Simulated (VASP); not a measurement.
**Ag: relaxation of cell and atoms with RPBE+D3**

The system is Ag.

```
Ag
1.0
     0.00000    2.04275    2.04275
     2.04275    0.00000    2.04275
     2.04275    2.04275    0.00000
Ag
1
Direct
  0.00000 0.00000 0.00000
```

```yaml
Program: VASP 6.6.1
Task: relaxation of cell and atoms
Functional: RPBE
Dispersion: D3
Potentials_or_basis: VASP PAW PBE potentials, release 64 (Ag)
Cutoff: 600 eV
k_mesh: 11 × 11 × 11
Occupations: fermi-dirac, width 0.05 eV
Spin: no spin polarisation
Further_INCAR_settings: ALGO = Normal; EDIFF = 1e-06; IBRION = 2; EDIFFG = -0.01; NSW = 40; ISIF = 3
```

```yaml
Relaxed_volume: 18.00 Å³/atom
Relaxed_cell: a = 2.942 Å, b = 2.942 Å, c = 2.942 Å, α = 60.00°, β = 60.00°, γ = 60.00°
Space_group_after_relaxing_to_0.05_Å: Fm-3m (No. 225)
Energy_gained_by_relaxing: 12.2 meV/atom
Ionic_steps: 3
Pressure_after_relaxing: -0.1 GPa
Band_gap_on_the_k_mesh: none (metal or under the smearing width)
Dispersion_energy_per_atom: -0.732 eV
```

The path:
| step | energy change (eV) | largest force (eV/Å) | pressure (GPa) | volume (Å³) |
| --- | --- | --- | --- | --- |
| 1 | 0.0000 | 0.0000 | 4.37 | 17.05 |
| 2 | -0.0116 | 0.0000 | -0.76 | 18.22 |
| 3 | -0.0122 | 0.0000 | -0.07 | 18.00 |

Final structure:
```cif
data_structure
_symmetry_space_group_name_H-M 'P 1'
_symmetry_Int_Tables_number 1
_cell_length_a 2.9418
_cell_length_b 2.9418
_cell_length_c 2.9418
_cell_angle_alpha 60.000
_cell_angle_beta 60.000
_cell_angle_gamma 60.000
_cell_volume 18.00
loop_
_atom_site_label
_atom_site_type_symbol
_atom_site_fract_x
_atom_site_fract_y
_atom_site_fract_z
_atom_site_occupancy
Ag1 Ag 0.00000 0.00000 0.00000 1
```

Levels at points of the mesh, in eV from the Fermi level:
```tsv
k point	band 3	band 4	band 5	band 6	band 7	band 8	band 9
(0.00, 0.00, 0.00)	-4.93	-4.93	-4.00	-4.00	15.59	18.89	18.89
```

Wall time 10 s on 1 thread of Intel(R) Xeon(R) Platinum 8488C (Sapphire Rapids) (shared host), peak memory 0.16 GiB.

Caveat: the PAW data sets were made with another functional, which shifts forces and pressure a little; pairwise dispersion overbinds metals, which lowers pressure and volume. Zero-point motion and thermal expansion aren't in these numbers.
